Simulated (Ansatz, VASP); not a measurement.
# Cross-check of GaSb between VASP and Ansatz, part 3 of 4

One calculation is typed for both programs; each brings its own data sets. How far apart do they land? Of the first pair: The structure shown is the start of the Ansatz relaxation below; VASP solves that cell, so the two are compared at the walk's first step.

VASP 6.6.1 and Ansatz 0.2.0.

So far: The structure; Ansatz: relaxation, r2SCAN; VASP: single point, r2SCAN, start cell, pair 1.

## 3. VASP: single point, r2SCAN, start cell, pair 1 (continued)

Level of this step: r2SCAN; plane waves and PAW (Ga_d, Sb) (VASP).

Numbers of over 12 decimals in the logs are rounded to 6 here.

OUTCAR, selected parts (step 3):

```text
ion  position               nearest neighbor table
   1  0.002  0.002  0.998-   2 2.61   2 2.61   2 2.65   2 2.65
   2  0.748  0.748  0.752-   1 2.61   1 2.61   1 2.65   1 2.65

  LATTYP: Found a body centered orthorhombic cell.
 ALAT       =     4.1638845480
 B/A-ratio  =     1.0424815857
 C/A-ratio  =     1.4911806339

 Subroutine GETGRP returns: Found  2 space group operations
 (whereof  2 operations were pure point group operations)

The static configuration has the point symmetry C_1h.

   k-points           NKPTS =   1728   k-points in BZ     NKDIM =   1728   number of bands    NBANDS=     15

   dimension x,y,z NGX =    30 NGY =   30 NGZ =   28
   dimension x,y,z NGXF=    60 NGYF=   60 NGZF=   56

   ENCUT  =  440.0 eV  32.34 Ry    5.69 a.u.   7.39  7.39  7.12*2*pi/ulx,y,z

   NELECT =      18.0000    total number of electrons

 k-points in reciprocal lattice and weights: Points of the shifted mesh
   0.04166667  0.04166667  0.04166667       0.001
   0.04166667  0.04166667  0.12500000       0.001
   0.04166667  0.04166667  0.20833333       0.001
   0.04166667  0.04166667  0.29166667       0.001
   0.04166667  0.04166667  0.37500000       0.001
   0.04166667  0.04166667  0.45833333       0.001
   0.04166667  0.04166667  0.54166667       0.001
   0.04166667  0.04166667  0.62500000       0.001
   0.04166667  0.04166667  0.70833333       0.001
[...]
0.95833333  0.95833333  0.87500000       0.001
   0.95833333  0.95833333  0.95833333       0.001

 average (electrostatic) potential at core
       1 -70.3625       2 -92.5898

 E-fermi :   5.1722

 k-point     1 :       0.0417    0.0417    0.0417
  band No.  band energies     occupation
    ...
      5     -10.5805      2.00000
      6      -7.1630      2.00000
      7       4.4414      2.00000
      8       4.7744      2.00000
      9       4.8989      2.00000
     10       5.7895      0.00000
     11       7.6904      0.00000
     12       8.0307      0.00000
     13       8.1514      0.00000
     14      11.4237      0.00000
    ...

 k-point     2 :       0.0417    0.0417    0.1250
  band No.  band energies     occupation
    ...
      5     -10.5802      2.00000
      6      -7.0520      2.00000
      7       3.5063      2.00000
      8       4.4134      2.00000
      9       4.7274      2.00000
     10       6.1785      0.00000
     11       7.7969      0.00000
     12       8.0400      0.00000
     13       8.9172      0.00000
     14      12.0140      0.00000
    ...

 k-point     3 :       0.0417    0.0417    0.2083
  band No.  band energies     occupation
    ...
      5     -10.5799      2.00000
      6      -6.7866      2.00000
      7       2.0195      2.00000
      8       4.0515      2.00000
      9       4.4754      2.00000
     10       6.1673      0.00000
     11       8.1881      0.00000
     12       8.4507      0.00000
     13       9.8737      0.00000
     14      12.5814      0.00000
    ...

  Total        0.7690495      0.7690495      0.1557288      0.7665297     -0.0033081     -0.0033081
  in kB       21.9583753     21.9583753      4.4464658     21.8864277     -0.0944561     -0.0944563
  external PRESSURE =      16.1210721 kB  Pullay stress =       0.0000000 kB

  energy-cutoff  :      440.00
  volume of cell :       56.11
      direct lattice vectors                 reciprocal lattice vectors
    -0.062540000  3.006850000  3.104552000    -0.162898817  0.162898817  0.161053833
     3.006850000 -0.062540000  3.104552000     0.162898817 -0.162898817  0.161053833
     2.944311000  2.944311000  0.000000000     0.169819017  0.169819017 -0.161053779

 POSITION                                       TOTAL-FORCE (eV/Angst)
 -----------------------------------------------------------------------------------
      2.94435      2.94435      0.01348         0.000574      0.000574      0.081223
      4.41643      4.41643      4.64335        -0.000574     -0.000574     -0.081223
 -----------------------------------------------------------------------------------
    total drift:                                0.000778      0.000778     -0.008942

  FREE ENERGIE OF THE ION-ELECTRON SYSTEM (eV)
  ---------------------------------------------------
  free  energy   TOTEN  =       -37.5762613607 eV

  energy  without entropy=      -37.5762613607  energy(sigma->0) =      -37.57626136

 total charge
# of ion       s       p       d       tot
------------------------------------------
    1        0.876   0.786   9.967  11.629
    2        1.104   1.371   0.030   2.505
--------------------------------------------------
tot          1.980   2.157   9.997  14.134

[... 3 further parts left out ...]
```

The run ends at a pressure of 1.61 GPa, with forces up to 0.081 eV/Å.

## 4. Differences

Known differences besides the potentials themselves: VASP keeps PBE cores, Ansatz makes them for the functional; the data sets hold 28 valence electrons in Ansatz (on its PAW soft_1 files) and 18 in VASP; the cutoff is 500 eV in Ansatz and 440 eV in VASP. Total energies have different zeros and are not compared.

Forces (eV/Å; atoms numbered as in POSCAR):

| atom | Ansatz x, y, z | VASP x, y, z |
| --- | --- | --- |
| Ga1 | 0.000, 0.000, 0.084 | 0.001, 0.001, 0.081 |
| Sb2 | 0.000, 0.000, -0.084 | -0.001, -0.001, -0.081 |

The forces differ by 1.7 meV/Å r.m.s., which is 3.7 % of the r.m.s. force of 0.047 eV/Å (both taken over all components).

## 5. Ansatz: relaxation, r2SCAN

This run makes the geometry at which the two programs are then compared. The cell compared in this pair holds 56.35 Å³, against 56.11 Å³ for the pair before.

The structure compared here is the end of the Ansatz relaxation.

input.yaml

```yaml
crystal:
  lattice:
    - [-0.0625396978, 3.0068504828, 3.1045515481]
    - [3.0068504828, -0.0625396978, 3.1045515481]
    - [2.944310785, 2.944310785, 0.0]
  atoms:
    - { symbol: Ga, position: [0.0021707288, 0.0021707288, -0.0021576697] }
    - { symbol: Sb, position: [0.7478292712, 0.7478292712, 0.7521576697] }
  conventional_axes: [[0, 0, 1], [1, -1, 0], [1, 1, -1]]
kpoints:
  mp_grid: { grid: [12, 12, 12], shift: [0.5, 0.5, 0.5] }
hamiltonian:
  xc: r2scan
  pseudopotentials: { kind: paw, azcp: { folder: soft_1 } }
scf:
  occupations: { method: gaussian, width: 0.02 }
output:
  forces: true
  stress: true
  eigenvalues: true
relax:
  adjacent_minimum: "off"
  f_tol: 0.001
  max_steps: 60
  cell: { stress_tol: 0.01, fix: [a, angles] }
```

Started as:

```bash
$ ansatz run input.yaml --threads 4 --pin off --max-ram 10240MiB --backend cpu --events-out ev --progress --plain --runs-dir out
```

The log of the run:

```text
[...]
Crystal: 2 atoms, lattice volume = 56.113 Å³
Basis set: ecut = 500 eV, 1415 PW (Γ), exchange–correlation on 128×128×128 points (64 copies of the dense FFT grid, shifted against one another)
Bands: 18, of which v1, the nominal top of the filled ones, is band 14 counted from 1 (13 counted from 0)
Symmetry: 2 space group operations
[...]
k-point 467: bands = [... 10 lower, -2.2922, 1.2649, 5.9122, 6.3922, 8.9706, 11.7062, 11.9948, 14.9914]
--- Relaxed structure (3 steps of the walk, 3 accepted, 1 SCFs on fresh bases) ---
[...]
cell:  # Å, volume = 56.3546 Å³
    - [-0.063078, 3.007389, 3.116816]
    - [3.007389, -0.063078, 3.116816]
    - [2.944311, 2.944311, 0.0]
  atoms:
    - { symbol: Ga, position: [0.00292418, 0.00292418, -0.00291182] }
    - { symbol: Sb, position: [0.747076, 0.747076, 0.752912] }
[key lines of the parts left out:]
SCF converged after 7 iterations
Free energy (F): -10289.912641 eV
Fermi energy:    8.135733 eV
P = ⅓ Tr σ = 1.3242 GPa (13.242 kbar)
```

(Continued in part 4 of 4.)

[Lines on the potential files, build, host, timing and source positions are cut from VASP's logs without a mark.]

[Logs are printed without paths, hosts, clocks, repeated set-up lines and the standing remarks that a program may print on its own settings, such as how far it seeks lower states.]

[Hosts, paths, dates, database ids (printed as entryN), source tags and the programs' standing remarks are cut or masked in the printed files.]
